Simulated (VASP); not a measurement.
**VASP inputs for SrO (strained rocksalt)**

INCAR

```
ISIF = 2
ISMEAR = -1
LASPH = .TRUE.
ENCUT = 520
LREAL = .FALSE.
NELM = 120
NBANDS = 15
PREC = Accurate
SIGMA = 0.02
IBRION = -1
LELF = .TRUE.
LCHARG = .TRUE.
EDIFF = 1E-7
LWAVE = .FALSE.
NSW = 0
GGA = PE
```

KPOINTS

```
KPOINTS created by Atomic Simulation Environment
0
Gamma
8 8 8
0 0 0
```

KPOINTS_OPT

```
special points
7
Reciprocal
0.0000000000 0.0000000000 0.0000000000 1
0.5000000000 0.0000000000 0.5000000000 1
0.6250000000 0.2500000000 0.6250000000 1
0.3750000000 0.3750000000 0.7500000000 1
0.5000000000 0.5000000000 0.5000000000 1
0.5000000000 0.2500000000 0.7500000000 1
0.0000000000 0.5000000000 0.5000000000 1
```

POSCAR

```
Sr O
 1.0000000000000000
     0.1150148237000000    2.5917114565000001    2.5917114565000001
     2.5917114565000001    0.1150148237000000    2.5917114565000001
     2.5917114565000001    2.5917114565000001    0.1150148237000000
 Sr  O
   1   1
Cartesian
  0.0000000000000000  0.0000000000000000  0.0000000000000000
  2.6492188683500006  2.6492188683500006  2.6492188683500006
```

VASP ran with the recommended PBE PAW datasets (16 valence electrons in the cell).

Q: What does this run give?

A: gap between bands v and c 3.15 eV; least direct gap 3.21 eV; pressure 8.0 GPa.

Band v is the last that the valence electrons fill when counted band by band, and c is the next. Levels in eV from the top of v:

```tsv
point	v−1	v	c	c+1
Γ	0.00	0.00	4.17	5.77
X	-0.16	-0.07	3.15	8.01
K	-0.55	-0.50	4.60	8.22
L	-1.07	-1.07	6.46	8.67
W	-0.51	-0.41	5.97	6.17
```
